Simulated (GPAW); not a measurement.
Here is a GPAW 26.7.0 calculation.

run.py

```python
from ase import Atoms
from ase.eos import EquationOfState
from ase.io import Trajectory
from ase.units import GPa
from gpaw import GPAW, PW

atoms = Atoms(['Ge', 'Ge', 'Ge', 'Ge', 'Fe', 'Fe'],
              cell=[[-2.9595565636, 2.9595565636, 2.45140301],
                    [2.9595565636, -2.9595565636, 2.45140301],
                    [2.9595565636, 2.9595565636, -2.45140301]],
              scaled_positions=[[0.84510739, 0.34510739, 0.19021478],
                                [0.65489261, 0.84510739, 0.5],
                                [0.34510739, 0.15489261, 0.5],
                                [0.15489261, 0.65489261, 0.80978522],
                                [0.25, 0.25, 0.0],
                                [0.75, 0.75, 0.0]],
              pbc=True)
atoms.set_initial_magnetic_moments([0.0, 0.0, 0.0, 0.0, 3.0, 3.0])

traj = Trajectory('eos.traj', 'w')
volumes, energies = [], []
for x in [0.94, 0.96, 0.98, 1.0, 1.02, 1.04, 1.06]:
    a = atoms.copy()
    a.set_cell(atoms.cell * x**(1 / 3), scale_atoms=True)
    calc = GPAW(mode=PW(600),
                xc='LDA',
                kpts={'size': (5, 5, 5), 'gamma': True},
                occupations={'name': 'fermi-dirac', 'width': 0.05},
                nbands=33,
                convergence={'density': 1e-05, 'energy': 1e-05},
                maxiter=150,
                txt=f'eos-{x:.2f}.txt')
    a.calc = calc
    energies.append(a.get_potential_energy(force_consistent=True))
    volumes.append(a.get_volume())
    p = -a.get_stress()[:3].mean() / GPa
    calc.write(f'eos-{x:.2f}.gpw')
    traj.write(a)
    print(f'{x:.2f} {volumes[-1]:10.4f} A^3 {energies[-1]:14.6f} eV {p:9.3f} GPa', flush=True)

v0, e0, B = EquationOfState(volumes, energies, eos='birchmurnaghan').fit()
print(f'V0 = {v0:.4f} A^3, E0 = {e0:.6f} eV, B0 = {B / GPa:.2f} GPa')
```

Potentials or basis: the program's PAW data sets (release 1.2.1) made for this functional, pw.

Command:

```console
$ OMP_NUM_THREADS=1 python run.py
```

Task: Estimate the equilibrium volume.

Result: 13.35 Å³/atom (rough: see the caveat).

Task: Estimate the bulk modulus at fixed shape and positions.

Result: 178 GPa (rough).

Energy against volume, from the lowest point:
| volume (Å³/atom) | energy (meV/atom) |
| --- | --- |
| 13.456 | 0.00 |
| 13.742 | 5.51 |
| 14.028 | 16.43 |
| 14.315 | 31.97 |
| 14.601 | 51.48 |
| 14.887 | 74.33 |
| 15.173 | 99.74 |

Caveat: the minimum lies outside the volumes run; the cell was scaled at fixed shape and fractional positions, which overstates the stiffness of a crystal with free parameters, most of all of layers and chains.
